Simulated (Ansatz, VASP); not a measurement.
# ZrSe2: VASP beside Ansatz, part 2 of 2

Wanted: the spread between two codes on one cell, functional and k mesh.

VASP 6.6.1 and Ansatz 0.2.0.

So far: The structure; VASP: G0W0 gap, PBE.

In doubt: GW ran without a cut-off Coulomb interaction for the vacuum, so the values of those runs are not to be relied on.

## Step 3: Ansatz: G0W0 gap, PBE

Level of this step: Ansatz beside VASP: Kohn-Sham DFT, plane waves, PBE, G0W0 (Ansatz).

Ansatz runs on its default PAW (the set named soft_2) files.

The same cell, functional and mesh now go to Ansatz, which takes its cutoff from its data sets.

input.yaml

```yaml
crystal:
  lattice:
    - [4.31539988, 0.0, 0.0]
    - [-2.15769994, 3.7372459236, 0.0]
    - [0.0, 0.0, 12.0]
  atoms:
    - { symbol: Zr, position: [0.0, 0.0, 0.5] }
    - { symbol: Se, position: [0.3333333333, 0.6666666667, 0.6090785233] }
    - { symbol: Se, position: [0.6666666667, 0.3333333333, 0.3909214767] }
hamiltonian:
  xc: pbe
  pseudopotentials: { kind: paw }
kpoints:
  mp_grid: { grid: [9, 9, 1] }
scf:
  occupations: { method: fixed }
gw:
  n_empty_bands: 364
  ecut_chi: 90.0
  qp_bands: [v2, c2]
  qp_kpoints: band_edges
  screening: { model: contour_deformation }
```

Run with:

```sh
ansatz run input.yaml --threads 4 --pin off --max-ram 9216MiB --backend cpu --events-out ev --progress --plain --runs-dir out
```

Numbers of over 12 decimals in the logs are rounded to 6 here.

Output:

```text
Engine: ansatz 0.2.0, aarch64-unknown-linux-gnu
Pseudopotentials: kind: paw
Pseudopotential: Zr, paw, valence charge 12, recommended cutoff 420 eV (normal), Zr.paw.azcp
Pseudopotential: Se, paw, valence charge 16, recommended cutoff 420 eV (normal), Se.paw.azcp
Functional definition: PBE
  parameter kappa = 0.804
  parameter beta = 0.066725
  exchange = pbe_x(kappa = kappa, mu = beta*pi^2/3)
  correlation = pbe_c(beta = beta)
Crystal: 3 atoms, lattice volume = 193.533 Å³
Basis set: ecut = 420 eV, 3791 PW (Γ)
Bands: 27, of which v1, the nominal top of the filled ones, is band 22 counted from 1 (21 counted from 0)
Symmetry: 12 space group operations
Space group: P-3m1 (ITA 164), of the structure as read, at distance tolerance 5.8e-5 Å
k-points: 12 of 81
Non-local potential: Zr, projectors of the file, l = 0: 3, l = 1: 2, l = 2: 2, l = 3: 2
Non-local potential: Se, projectors of the file, l = 0: 2, l = 1: 2, l = 2: 3, l = 3: 1
PAW form: soft (Blöchl's): semilocal exchange-correlation on the pseudo side does not see the compensation charge
PAW one-centre angular grid: Zr, 590 points (default); XC on 64 Gauss nodes
PAW one-centre angular grid: Se, 590 points (default); XC on 64 Gauss nodes
Initial density: superposition of atomic densities (neutral atoms: chi_scale 0, normalization atom), corrected by the library's trained network
Initial wavefunctions: pseudopotential atomic-orbital guess
Functional: x = pbe(κ = 0.804, μ = 0.219515), c = pbe(β = 0.066725)
SCF iter   1: F=—  HF=-15125.241094 eV  |F-HF|=—  |Δ(HF+E_count)|=         —  Δρ=2.31e-3  dr2=2.42e-2  ethr=1.77e-3  ⟨swp⟩=5.0  Hψ=1167  notcnv=0  defer=34
preconditioner: auto → Resta (q_TF=auto, 2.131 Å⁻¹)  ε∞=3.5  [insulator: Δε(μ)=0.928 eV  Ē_g=6.794 eV  n_scr=38 (ndim 8)  ℏωp=10.7 eV  f_vac=0.539  ε∞_Penn≈3.5  vacuum switching on, ρ_ref=3.3e-3 e/Å³]
SCF iter   2: F=—  HF=-15125.238182 eV  |F-HF|=—  |Δ(HF+E_count)|=   2.91e-3  Δρ=1.01e-3  dr2=2.97e-3  ethr=5.50e-5  ⟨swp⟩=2.0  Hψ=527  notcnv=0  defer=35
SCF iter   3: F=—  HF=-15125.238471 eV  |F-HF|=—  |Δ(HF+E_count)|=   2.89e-4  Δρ=4.91e-4  dr2=5.36e-4  ethr=6.75e-6  ⟨swp⟩=2.0  Hψ=412  notcnv=0  defer=35
SCF iter   4: F=—  HF=-15125.238995 eV  |F-HF|=—  |Δ(HF+E_count)|=   5.24e-4  Δρ=1.78e-4  dr2=7.01e-5  ethr=1.22e-6  ⟨swp⟩=2.5  Hψ=496  notcnv=0  defer=35
SCF iter   5: F=—  HF=-15125.239053 eV  |F-HF|=—  |Δ(HF+E_count)|=   5.83e-5  Δρ=4.49e-5  dr2=5.65e-6  ethr=1.59e-7  ⟨swp⟩=2.4  Hψ=567  notcnv=0  defer=24
SCF iter   6: F=—  HF=-15125.239054 eV  |F-HF|=—  |Δ(HF+E_count)|=   4.64e-7  Δρ=1.14e-5  dr2=3.78e-7  ethr=1.28e-8  ⟨swp⟩=2.0  Hψ=396  notcnv=0  defer=27
SCF iter   7: F=-15125.239054 eV  HF=-15125.239054 eV  |F-HF|=1.49e-8  |Δ(HF+E_count)|=   3.34e-7  Δρ=2.14e-6  dr2=1.16e-8  ethr=2.27e-10  ⟨swp⟩=10.2  Hψ=1085  notcnv=0
SCF 1 converged in 7 iterations: F = -15125.239054 eV  dr2 = 1.16e-8
  greatest PAW one-centre occupation: 1.000 electrons in one spin orbital (limit 2), on the Se atom at site 2 (counted from 0), in its partial waves of l = 2
NSCF: frozen V_eff on 12 k-points
G₀W₀ screening: q 1/12
G₀W₀ screening: q 2/12 (q-point 7)
G₀W₀ screening: q 3/12 (q-point 8)
G₀W₀ screening: q 4/12 (q-point 11)
G₀W₀ screening: q 5/12 (q-point 2)
G₀W₀ screening: q 6/12 (q-point 3)
G₀W₀ screening: q 7/12 (q-point 4)
G₀W₀ screening: q 8/12 (q-point 5)
G₀W₀ screening: q 9/12 (q-point 6)
G₀W₀ screening: q 10/12 (q-point 9)
G₀W₀ screening: q 11/12 (q-point 10)
G₀W₀ screening: q 12/12
G₀W₀ self-energy: k 1/12
G₀W₀ self-energy: k 2/12
G₀W₀ self-energy: k 3/12
G₀W₀ self-energy: k 4/12
G₀W₀ self-energy: k 5/12
G₀W₀ self-energy: k 6/12
G₀W₀ self-energy: k 7/12
G₀W₀ self-energy: k 8/12
G₀W₀ self-energy: k 9/12
G₀W₀ self-energy: k 10/12
G₀W₀ self-energy: k 11/12
G₀W₀ self-energy: k 12/12
NSCF: frozen V_eff on 1 k-points
NSCF: frozen V_eff on 1 k-points
[...]
SCF converged after 7 iterations
Free energy (F): -15125.239054 eV
Harris-Foulkes:  -15125.239054 eV  (|F-HF|=1.49e-8)
Internal energy: -15125.239054 eV  (E = F + TS)
E sigma→0 (E₀):  -15125.239054 eV
Fermi energy:    -0.109979 eV
--- Per-component energies (eV) ---
  E_band       = -1270.119103
  E_kinetic    = 562.169456
  E_local      = -14990.412986  (includes V_loc(G=0)·N_el)
  E_nonlocal   = -1113.695126
  E_hartree    = 7148.380785
  E_xc         = -367.592235
  E_vxc        = -383.779716  (∫ρ·V_xc dr)
  E_paw        = -6775.635904  (= ΣΔE_a)
  E_vpaw       = 358.836578  (= ΣTr[D̂ρ^β])
  E_aug_tail   = -0.001160  (compensation charges beyond the density's cutoff)
  E_ewald      = 411.548115
  E_smearing   = -0.000000  (= −TS)
  E_closure    = 0.000000  (closes the sum)
  Σ components = -15125.239054   (vs F -15125.239054, Δ=0.00e0)
--- Band table (eV; the first three rows and the last of 12) ---
  k-point 0: bands = [... 18 lower, -2.9411, -0.4290, -0.4193, -0.4193, 0.8747, 0.8747, 1.7790, 4.2787, ... 1 higher]
  k-point 1: bands = [... 18 lower, -2.8807, -0.9768, -0.6739, -0.2938, 1.0395, 1.1443, 1.9576, 3.7205, ... 1 higher]
  k-point 2: bands = [... 18 lower, -2.7014, -1.6884, -1.0953, -0.1497, 1.1486, 1.5313, 2.0696, 3.1561, ... 1 higher]
  k-point 11: bands = [... 18 lower, -2.9294, -1.3308, -1.3308, -1.3005, 1.0252, 1.9251, 1.9251, 3.5381, ... 1 higher]
--- G₀W₀: contour deformation, 7 samples at zero and on the imaginary axis and 1 off it, 81 q-points, 364 empty bands' worth ---
  eigenvalues of the whole cell's RPA ε∞ on this k-mesh (on a slab, of 1 + 4πα/V) = 1.5735, 6.8412, 6.8412; static W/v taken at q = 0 is 0.904419
  bands read: the sum over 386 bands ends inside a degenerate multiplet in 1 slot, whose members it reads at an even weight; the widest, k=11: bands 386 to 387 (counted from 1) at 1/2 each
  gw.qp_kpoints: band_edges: 12 of 12 stored k-points solved, in 1 pass; an edge of the gap read off the rows below is read off those points alone
    ik  band        ε_KS         Σx   Σc(E_QP)       V_xc       Z   E_QP_lin       E_QP  E_QP is
     0    21     -0.4193   -16.9396     1.4418   -14.9885  0.7044    -0.9410    -0.9286  root
     0    22     -0.4193   -16.9396     1.4418   -14.9885  0.7044    -0.9410    -0.9286  root
     0    23      0.8747   -10.1531    -4.7966   -15.4795  0.6808     1.4196     1.4045  root
     0    24      0.8747   -10.1531    -4.7966   -15.4795  0.6808     1.4196     1.4045  root
     1    21     -0.6739   -16.5745     1.2997   -14.8055  0.6968    -1.1551    -1.1431  root
     1    22     -0.2938   -15.7967     1.6609   -13.6390  0.6816    -0.8074    -0.7906  root
     1    23      1.0395   -10.1621    -4.6856   -15.3385  0.6781     1.5440     1.5303  root
     1    24      1.1443   -10.4778    -4.7655   -15.7357  0.6732     1.6514     1.6367  root
     2    21     -1.0953   -16.5148     1.5003   -14.5478  0.6837    -1.5767    -1.5620  root
     2    22     -0.1497   -16.2370     1.4913   -14.2729  0.6873    -0.6350    -0.6225  root
     2    23      1.1486    -9.9722    -4.6002   -15.0360  0.6767     1.6246     1.6122  root
     2    24      1.5313   -10.4596    -5.1957   -16.1439  0.6561     2.0398     2.0199  root
     3    21     -1.4305   -16.6795     1.8387   -14.3441  0.6721    -1.9440    -1.9272  root
     3    22     -0.3751   -16.2895     1.5913   -14.2221  0.6817    -0.8655    -0.8512  root
     3    23      1.1658    -9.9376    -4.6174   -15.0237  0.6752     1.6475     1.6345  root
     3    24      1.6585   -10.2958    -5.6018   -16.4271  0.6506     2.2122     2.1880  root
     4    21     -1.5368   -16.2865     2.0478   -13.8465  0.6299    -1.9342    -1.9290  root
     4    22     -0.7066   -16.3046     1.8968   -13.9047  0.6715    -1.2292    -1.2097  root
     4    23      1.1456    -9.9421    -4.7177   -15.1415  0.6723     1.6413     1.6273  root
     4    24      1.5014   -10.0379    -5.5356   -16.1231  0.6585     2.0744     2.0510  root
     5    21     -1.0858   -16.4321     1.4122   -14.5830  0.6813    -1.5352    -1.5225  root
     5    22     -0.1100   -16.3330     1.6155   -14.2244  0.6889    -0.6168    -0.6031  root
     5    23      1.1770    -9.8024    -5.0925   -15.4009  0.6710     1.6989     1.6830  root
     5    24      1.4269   -10.6018    -4.6589   -15.7120  0.6655     1.8931     1.8782  root
[...]
10    21     -1.4043   -16.7852     2.0480   -14.3574  0.6335    -1.7939    -1.7842  root
    10    22     -0.8950   -16.5939     1.9409   -14.1749  0.6648    -1.3910    -1.3730  root
    10    23      1.1392    -9.6989    -5.2508   -15.4717  0.6661     1.6786     1.6612  root
    10    24      1.6982   -10.1561    -5.6107   -16.3038  0.6518     2.2605     2.2352  root
    11    21     -1.3308   -17.0047     2.0316   -14.6159  0.6328    -1.6972    -1.6880  root
    11    22     -1.3005   -16.4850     2.2083   -13.7016  0.6690    -1.9010    -1.8756  root
    11    23      1.0252    -9.4869    -5.2592   -15.2699  0.6702     1.5659     1.5491  root
    11    24      1.9251   -10.3236    -5.6288   -16.4538  0.6366     2.4501     2.4266  root
```

Elapsed: 4.9 min, on 4 threads of Arm Neoverse V2, shared host; peak memory 1.4 GiB.

In the SCF lines HF is the Harris–Foulkes energy and dr2 the Hartree energy of the density residual, in eV; the loop may stop once dr2 is under the threshold and the program's other checks hold. Hψ counts applications of the Hamiltonian.

## Step 4: Side by side

Known differences besides the potentials themselves: the two programs' PAW sets differ in cores and partial waves; the data sets hold 44 valence electrons in Ansatz (default PAW (the set named soft_2) files) and 24 in VASP; the cutoff is 420 eV in Ansatz and 370 eV in VASP; Ansatz integrates over frequency by contour deformation, VASP on a grid of NOMEGA points. Total energies have different zeros and are not compared.

Both answers:

| quantity | Ansatz | VASP | difference |
| --- | --- | --- | --- |
| G0W0 gap on the mesh (eV) | 2.04 | 2.33 | -0.29 |
| PBE gap under it (eV) | 0.98 | 0.98 | 0.00 |

VASP's log warns that its frequency grid doesn't suit quasiparticle energies on this mesh.

## Step 5: What the set-up changes

Further runs change the set-up of one program: Ansatz's method, potentials or start, or VASP's data sets, cutoff or form of LDA. The table gives Ansatz less VASP for each quantity, since a change that brings one quantity closer may part another.

| run | G0W0 gap on the mesh (eV) | PBE gap under it (eV) |
| --- | --- | --- |
| as above | -0.29 | -2.6e-4 |
| Ansatz's larger PAW set (cutoff 580 eV) | -0.30 | 1.0e-4 |
| norm-conserving potentials (cutoff 1170 eV) | -0.31 | -1.4e-4 |

## Step 6: Summary of results

| Quantity | Value |
| --- | --- |
| difference in G0W0 gap on the mesh (G0W0 gap, PBE) | -0.29 eV |

What this shows: The difference in G0W0 gap on the mesh is -0.29 eV (G0W0 gap, PBE), beyond the 0.15 eV picked in this series as the mark of a large difference. G0W0 gap, PBE, Ansatz's larger PAW set (cutoff 580 eV): the difference in PBE gap under it goes from -2.6e-4 to 1.0e-4 eV. G0W0 gap, PBE, norm-conserving potentials (cutoff 1170 eV): the difference in PBE gap under it goes from -2.6e-4 to -1.4e-4 eV. Such differences can come from data sets, numerical settings and the points named under the comparisons, not from the functional's error against experiment.

[Lines on the potential files, build, host, timing and source positions are cut from VASP's logs without a mark.]

[Logs are printed without paths, hosts, clocks, repeated set-up lines and the standing remarks that a program may print on its own settings, such as how far it seeks lower states.]

[Hosts, paths, dates, database ids (printed as entryN), source tags and the programs' standing remarks are cut or masked in the printed files.]
